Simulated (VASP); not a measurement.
# TiTe2 in VASP: further runs

Runs on TiTe2. Level: PBE. Tasks: single point.

Program: VASP 6.6.1. These are calculated values, not measurements. Logs are shortened: lines on timing, memory, paths and dates and some standing lists are left out, and cuts for length are marked.

## Step 1: The slab as given

The cell holds a slab with vacuum, 12 atoms: a = 3.777 Å, b = 6.498 Å, c = 17.994 Å, α = 90.00°, β = 90.00°, γ = 90.00°.

## Step 2: Single point, PBE

File INCAR:

```
PREC = Accurate
ENCUT = 460
EDIFF = 1E-7
ISMEAR = 0
SIGMA = 0.05
LREAL = F
LASPH = T
NELM = 120
ALGO = Normal
ISIF = 2
LWAVE = F
LCHARG = F
LDIPOL = T
IDIPOL = 3
DIPOL = 0.5 0.5 0.500
GGA = PE
NBANDS = 68
LVHAR = T
LVACPOTAV = T
```

File KPOINTS:

```
regular mesh
0
Gamma
  8 5 1
```

File POSCAR:

```
TiTe2
1.0
    3.7770008876      0.0000000000      0.0000000000
    0.0000000000      6.4980000000      0.0000000000
    0.0000000000      0.0000000000     17.9935886353
Te Ti
8 4
Direct
    0.0000000000      0.7372000000      0.1667260523
    0.0000000000      0.2628000000      0.2879165787
    0.5000000000      0.7372000000      0.3485118420
    0.4999999999      0.2628000000      0.4697023684
    0.0000000000      0.7372000000      0.5302976316
    0.0000000000      0.2628000000      0.6514881580
    0.5000000000      0.7372000000      0.7120834213
    0.4999999999      0.2628000000      0.8332739477
    0.5000000000      0.0000000000      0.2273213155
    0.0000000000      0.0000000000      0.4091071052
    0.5000000000      0.0000000000      0.5908928948
    0.0000000000      0.0000000000      0.7726786845
```

Potentials or basis: VASP PAW PBE potentials, release 64 (Te, Ti_sv).

On the command line:

```
$ cat potpaw_PBE.64/Te/POTCAR potpaw_PBE.64/Ti_sv/POTCAR > POTCAR
$ mpirun -np 1 vasp_std > vasp.out
```

OUTCAR:

```text
PREC = Accurate
   ENCUT = 460
   EDIFF = 1E-7
   ISMEAR = 0
   LREAL = F
   LASPH = T
   NELM = 120
   ISIF = 2
   GGA = PE

 Found     15 irreducible k-points:

 Following reciprocal coordinates:
            Coordinates               Weight
  0.000000  0.000000  0.000000      1.000000
  0.125000  0.000000  0.000000      2.000000
  0.250000  0.000000  0.000000      2.000000
  0.375000  0.000000  0.000000      2.000000
  0.500000  0.000000  0.000000      1.000000
  0.000000  0.200000  0.000000      2.000000
   k-points           NKPTS =     15   k-points in BZ     NKDIM =     15   number of bands    NBANDS=     68
   number of dos      NEDOS =    301   number of ions     NIONS =     12
   total plane-waves  NPLWV = 169344
   dimension x,y,z NGX =    28 NGY =   48 NGZ =  126
   dimension x,y,z NGXF=    56 NGYF=   96 NGZF=  252
   ions per type =               8   4
   NGX,Y,Z   is equivalent  to a cutoff of  12.32, 12.28, 11.64 a.u.
   NGXF,Y,Z  is equivalent  to a cutoff of  24.65, 24.56, 23.28 a.u.
 SYSTEM =  unknown system
   PREC   = accura    normal or accurate (medium, high low for compatibility)
   ISTART =      0    job   : 0-new  1-cont  2-samecut
   ICHARG =      2    charge: 1-file 2-atom 10-const
   ISPIN  =      1    spin polarized calculation?
   LNONCOLLINEAR =      F non collinear calculations
   LSORBIT =      F    spin-orbit coupling
   LASPH  =      T    aspherical Exc in radial PAW
   ENCUT  =  460.0 eV  33.81 Ry    5.81 a.u.   6.61 11.36 31.47*2*pi/ulx,y,z
   NELM   =    120;   NELMIN=  2; NELMDL= -5     # of ELM steps
   EDIFF  = 0.1E-06   stopping-criterion for ELM
   LREAL  =      F    real-space projection
   EDIFFG = 0.1E-05   stopping-criterion for IOM
   NSW    =      0    number of steps for IOM
   IBRION =     -1    ionic relax: 0-MD 1-quasi-New 2-CG
   NFREE  =      0    steps in history (QN), initial steepest desc. (CG)
   ISIF   =      2    stress and relaxation
   ISYM   =      2    0-nonsym 1-usesym 2-fastsym
   POTIM  = 0.5000    time-step for ionic-motion
   TEBEG  =    0.0;   TEEND  =   0.0 temperature during run
   PSTRESS=    0.0 pullay stress
   NELECT =      96.0000    total number of electrons
   NUPDOWN=      -1.0000    fix difference up-down
   EMIN   =  10.00;   EMAX   =-10.00  energy-range for DOS
   EFERMI =   0.00;   METHOD = LEGACY
   ISMEAR =     0;   SIGMA  =   0.05  broadening in eV -4-tet -1-fermi 0-gaus
   EFERMI_NEDOS =   21; number of points for ismear=-14 and -15
   IALGO  =     38    algorithm
   IMIX   =      4    mixing-type and parameters
     AMIX     =   0.40;   BMIX     =  1.00
     AMIX_MAG =   1.60;   BMIX_MAG =  1.00
  volume/ion in A,a.u.               =      36.80       248.35
  Fermi-wavevector in a.u.,A,eV,Ry     =   0.984352  1.860155 13.183347  0.968949
  Thomas-Fermi vector in A             =   2.115578
   LORBIT       =      0    0 simple, 1 ext, 2 COOP (PROOUT), +10 PAW based schemes
   GGA     = PE    functional components
   LHFCALC =     F    Hartree Fock is set to
   AEXX    =    0.0000 exact exchange contribution
   IVDW    =     0    specifies the selected vdW correction
   LEPSILON=     F    determine dielectric tensor
   LRPA    =     F    only Hartree local field effects (RPA)
 non-spin polarized calculation
 Gauss-broadening in eV      SIGMA  =   0.05
  energy-cutoff  :      460.00
  volume of cell :      441.62
 maximum number of plane-waves:      9933
 NGX is ok and might be reduce to    28
   NGX = 13   NGY = 23   NGZ = 63

 number of electron      96.0000017 magnetization

 dipolmoment           0.000000      0.000000      0.000000 electrons x Angstroem

 Free energy of the ion-electron system (eV)
  ---------------------------------------------------
  ext. energy  EPLUGINS =         0.00000000
  ---------------------------------------------------
  free energy    TOTEN  =       -63.06322583 eV

  energy without entropy =      -63.05522256  energy(sigma->0) =      -63.05922419

 E-fermi :   3.6923     XC(G=0):  -7.8919

 val. band max:        3.6754256066   @ k =   0.3750   0.4000   0.0000
 cond. band min:       3.7092694972   @ k =   0.0000   0.0000   0.0000
 fundamental gap:      0.0338438906
 Fermi energy:         3.6922739197

 k-point     1 :       0.0000    0.0000    0.0000
  band No.  band energies     occupation
      1     -53.9599      2.00000
      2     -53.9599      2.00000
      3     -53.8423      2.00000
      4     -53.8408      2.00000
      5     -30.3063      2.00000
      6     -30.3062      2.00000
[... 52 lines left out ...]
     59       4.9210      0.00000
     60       5.0652      0.00000

 k-point     2 :       0.1250    0.0000    0.0000
  band No.  band energies     occupation
      1     -53.9597      2.00000
      2     -53.9597      2.00000
      3     -53.8420      2.00000
      4     -53.8407      2.00000
      5     -30.3060      2.00000
      6     -30.3059      2.00000
[... 52 lines left out ...]
     59       4.9762      0.00000
     60       5.0642      0.00000

 k-point     3 :       0.2500    0.0000    0.0000
  band No.  band energies     occupation
      1     -53.9592      2.00000
      2     -53.9592      2.00000
      3     -53.8414      2.00000
      4     -53.8403      2.00000
      5     -30.3052      2.00000
      6     -30.3052      2.00000
[... 178 lines left out ...]
     59       5.0742      0.00000
     60       5.0742      0.00000

 k-point     6 :       0.0000    0.2000    0.0000
  band No.  band energies     occupation
      1     -53.9599      2.00000
      2     -53.9599      2.00000
      3     -53.8423      2.00000
      4     -53.8408      2.00000
      5     -30.3063      2.00000
      6     -30.3062      2.00000
[... 52 lines left out ...]
     59       4.9941      0.00000
     60       5.1794      0.00000

 [... further k-points ...]

 [bands above 60 left out]

------------------------ aborting loop because EDIFF is reached ----------------------------------------

  FORCE on cell =-STRESS in cart. coord.  units (eV):
  Direction    XX          YY          ZZ          XY          YZ          ZX
  --------------------------------------------------------------------------------------
  -------------------------------------------------------------------------------------
  Total       -3.7296229     -0.9003646      0.0119938      0.0000000     -0.1532117      0.0000000
  in kB      -13.5310320     -3.2665133      0.0435134      0.0000000     -0.5558504      0.0000000
  external PRESSURE =      -5.5846773 kB  Pullay stress =       0.0000000 kB

 VOLUME and BASIS-vectors are now :
 -----------------------------------------------------------------------------
  energy-cutoff  :      460.00
  volume of cell :      441.62
      direct lattice vectors                 reciprocal lattice vectors
     3.777000888  0.000000000  0.000000000     0.264760330  0.000000000  0.000000000
     0.000000000  6.498000000  0.000000000     0.000000000  0.153893506  0.000000000
     0.000000000  0.000000000 17.993588635     0.000000000  0.000000000  0.055575351

 POSITION                                       TOTAL-FORCE (eV/Angst)
 -----------------------------------------------------------------------------------
      0.00000      4.79033      3.00000         0.000000      0.809917     -0.086493
      0.00000      1.70767      5.18065         0.000000      0.166887     -0.444169
      1.88850      4.79033      6.27098         0.000000      0.202668     -0.259330
      1.88850      1.70767      8.45163         0.000000      0.009963      0.107849
      0.00000      4.79033      9.54196         0.000000     -0.009963     -0.107849
      0.00000      1.70767     11.72261         0.000000     -0.202668      0.259330
      1.88850      4.79033     12.81294         0.000000     -0.166887      0.444169
      1.88850      1.70767     14.99359         0.000000     -0.809917      0.086493
      1.88850      0.00000      4.09033         0.000000     -1.209875      0.487786
      0.00000      0.00000      7.36130         0.000000     -0.024134      0.230558
      1.88850      0.00000     10.63228         0.000000      0.024134     -0.230558
      0.00000      0.00000     13.90326         0.000000      1.209875     -0.487786
 -----------------------------------------------------------------------------------
    total drift:                                0.000000     -0.000000      0.000000

  FREE ENERGIE OF THE ION-ELECTRON SYSTEM (eV)
  ---------------------------------------------------
  free  energy   TOTEN  =       -63.0632258276 eV

  energy  without entropy=      -63.0552225578  energy(sigma->0) =      -63.05922419
```

OSZICAR:

```text
N       E                     dE             d eps       ncg     rms          rms(c)
DAV:   1     0.867945779880E+03    0.86795E+03   -0.39118E+04  2328   0.117E+03
DAV:   2     0.459498905679E+02   -0.82200E+03   -0.78524E+03  2288   0.331E+02
DAV:   3    -0.578543492983E+02   -0.10380E+03   -0.10113E+03  2864   0.111E+02
[... 16 lines left out ...]
DAV:  20    -0.630632245911E+02    0.59373E-05   -0.19414E-05  2752   0.190E-02    0.618E-03
DAV:  21    -0.630632250401E+02   -0.44902E-06   -0.22646E-06  2380   0.764E-03    0.449E-03
DAV:  22    -0.630632254252E+02   -0.38511E-06   -0.25152E-07  2020   0.231E-03    0.268E-03
DAV:  23    -0.630632257614E+02   -0.33618E-06   -0.61792E-08  1216   0.172E-03    0.137E-03
DAV:  24    -0.630632258276E+02   -0.66260E-07   -0.44966E-08  1128   0.102E-03
   1 F= -.63063226E+02 E0= -.63059224E+02  d E =-.800327E-02
```

stdout:

```text
POSCAR found type information on POSCAR TeTi
 POSCAR found :  2 types and      12 ions
 scaLAPACK will be used
 LDA part: xc-table for (Slater+PW92), standard interpolation
 POSCAR, INCAR and KPOINTS ok, starting setup
 FFT: planning ... GRIDC
[... 62 lines left out ...]
|                                                                             |
|     Did not find any points to average over, which means that no vacuum     |
|     field-free region was found. Please increase the size of  your cell     |
|     in the dimension of the dipole correction to obtain accurate            |
|     workfunction values.                                                    |
|                                                                             |
 -----------------------------------------------------------------------------
```

It took 7.6 min on 1 thread of Intel Xeon Platinum 8488C (Sapphire Rapids), shared host; peak memory 0.6 GiB.

The run converged, but some of its settings lie outside the range that counts as converged, so its numbers aren't taken as properties of the slab.

Results:

* Free energy: -63.0632 eV
* Largest force: 1.305 eV/Å
* Band gap on the k mesh: none (metal or under the smearing width)

(Part 1 of 2 ends here.)
